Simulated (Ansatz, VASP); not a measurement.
# Tl in VASP and in Ansatz

File INCAR:

```
PREC = Accurate
ENCUT = 520
EDIFF = 1E-8
ISMEAR = -1
SIGMA = 0.05
LREAL = F
LASPH = T
NELM = 80
ALGO = Normal
ISIF = 2
LWAVE = F
LCHARG = F
GGA = PE
LEFG = T
NBANDS = 12
```

The input KPOINTS:

```
regular mesh
0
Gamma
  16 16 16
```

The input POSCAR:

```
Tl
1.0
    0.0000000000      2.1934901093      2.1934901093
    2.1934901093      0.0000000000      2.1934901093
    2.1934901093      2.1934901093      0.0000000000
Tl
1
Direct
    0.0000000000      0.0000000000      0.0000000000
```

Input for Ansatz:

```yaml
crystal:
  lattice:
    - [0.0, 2.1934901093, 2.1934901093]
    - [2.1934901093, 0.0, 2.1934901093]
    - [2.1934901093, 2.1934901093, 0.0]
  atoms:
    - { symbol: Tl, position: [0.0, 0.0, 0.0] }
kpoints:
  mp_grid: { grid: [16, 16, 16] }
scf:
  occupations: { method: fermi_dirac, width: 0.05 }
hamiltonian:
  xc: pbe
  pseudopotentials: { kind: paw }
output:
  forces: true
  stress: true
  eigenvalues: true
  efg: { contact_densities: true }
  write_density: true
  write_potential: true
  elf: true
  volumetric_format: npy
```

Change from the starting cell: volume scaled by 1.04, PAW files.

Alike in both runs: task electric field gradients; functional PBE; k mesh 16 × 16 × 16; occupations fermi-dirac, width 0.05 eV; no spin polarisation.

|  | VASP | Ansatz |
| --- | --- | --- |
| version | VASP 6.6.1 | Ansatz 0.2.0 |
| potentials or method | VASP PAW PBE potentials, release 64 (Tl_d) | PAW with Ansatz's default frozen-core files, scalar-relativistic |
| plane-wave cutoff (eV) | 520 | 420 |
| valence electrons in the cell | 13 | 13 |

|  | VASP | Ansatz | Ansatz less VASP |
| --- | --- | --- | --- |
| pressure (GPa) | 30.4 | 30.5 | +0.09 |
| Vzz of the field gradient on the site that differs most (V/Å²) | 0.0 | 0.0 | 0.00 |

The functional is the same, so the differences come from potentials, cutoffs and numerics. Ansatz warned: «gradients_without_spin_orbit».

Caveats: so large a pressure means that the cell lies far from this level's equilibrium, or that cutoff or potentials fall short (VASP). Spin-orbit coupling is left out, which matters for the levels of Tl.
